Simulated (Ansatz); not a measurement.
## How far is PAW off for K2S?

```
K S
1.0
     0.00000    3.70694    3.70694
     3.70694    0.00000    3.70694
     3.70694    3.70694    0.00000
K S
2 1
Direct
  0.75000 0.75000 0.75000
  0.25000 0.25000 0.25000
  0.00000 0.00000 0.00000
```

Atoms are numbered in the order listed.

The conventional cell has a = 7.414 Å, b = 7.414 Å, c = 7.414 Å, α = 90.00°, β = 90.00°, γ = 90.00°. Around K (atom 1) lie 4 S at 3.21 Å. Around S (atom 3) lie 8 K at 3.21 Å.

Structure from Materials Project entry mp-1022 (possibly hypothetical), not relaxed further.

Levels of theory: DFT, PBE, PAW with Ansatz's default frozen-core files, scalar-relativistic (Ansatz 0.2.0); DFT, PBE, all-electron PAW with datasets made for the crystal, scalar-relativistic (Ansatz 0.2.0); DFT, PBE, all-electron LAPW, scalar-relativistic (Ansatz 0.2.0).

For PAW: a Γ-centred 7×7×7 k mesh, Fermi–Dirac smearing of 0.03 eV, cutoff 420 eV, no spin polarisation. The crystal-made all-electron datasets (AE datasets) take a cutoff of 220 eV at this cell. LAPW targets a basis error of 1 meV/atom. The Ansatz runs share mesh, smearing and spin set-up. Plane-wave (PAW) pressures include the program's estimate of the Pulay term.

Stress and pressure are positive in compression.

Levels count from the top of the valence band.

```
                      quantity     PAW  AE datasets    LAPW
                pressure (GPa)    0.38         0.38    0.38
                 band gap (eV)   2.372        2.372   2.371
highest filled level at Γ (eV)  -0.193       -0.193  -0.193
  lowest empty level at Γ (eV)   2.372        2.372   2.371
highest filled level at X (eV)   0.000        0.000   0.000
  lowest empty level at X (eV)   3.512        3.512   3.511
highest filled level at L (eV)  -0.066       -0.066  -0.066
  lowest empty level at L (eV)   4.710        4.710   4.708
```

PAW's pressure differs from the LAPW value by about 0.01 GPa or less. Datasets made for the crystal and LAPW share parts of one code, so their agreement isn't an independent check.
